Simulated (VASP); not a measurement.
The system is HfO2.

```
Hf O
1.0
     5.11800    0.00000    0.00000
     0.00000    5.18570    0.00000
    -0.85866    0.00000    5.21387
Hf O
4 8
Direct
  0.27550 0.46030 0.70800
  0.72450 0.96030 0.79200
  0.72450 0.53970 0.29200
  0.27550 0.03970 0.20800
  0.07420 0.16840 0.84670
  0.92580 0.66840 0.65330
  0.92580 0.83160 0.15330
  0.07420 0.33160 0.34670
  0.44870 0.74190 0.98010
  0.55130 0.24190 0.51990
  0.55130 0.25810 0.01990
  0.44870 0.75810 0.48010
```

Program: VASP 6.6.1. Alike in all runs: no spin polarisation; cell as given; cutoff (eV) 520.

Order these runs on this cell by their band gap on the k mesh, lowest first.
A. level PBE; potentials or basis VASP PAW PBE potentials, release 64 (Hf_pv, O); k mesh 5 × 5 × 5; smearing gaussian 0.011 eV; further INCAR settings ALGO = Normal; EDIFF = 1e-06
B. level LAK; potentials or basis VASP PAW PBE potentials, release 64 (Hf_pv, O); k mesh 4 × 4 × 4; smearing fermi-dirac 0.05 eV; further INCAR settings ALGO = Normal; EDIFF = 1e-06
C. level LDA; potentials or basis VASP PAW LDA potentials, release 64 (Hf_pv, O); k mesh 5 × 5 × 5; smearing fermi-dirac 0.05 eV; further INCAR settings ALGO = Fast; EDIFF = 1e-07; NBANDS = 56

C (3.98 eV), A (4.16 eV), B (4.82 eV).

Caveats: spin-orbit coupling is left out, which moves the levels of the heavy elements; an odd mesh through Γ misses points on the zone boundary, where band edges often lie (some runs).

Not every run made on this cell is shown here.
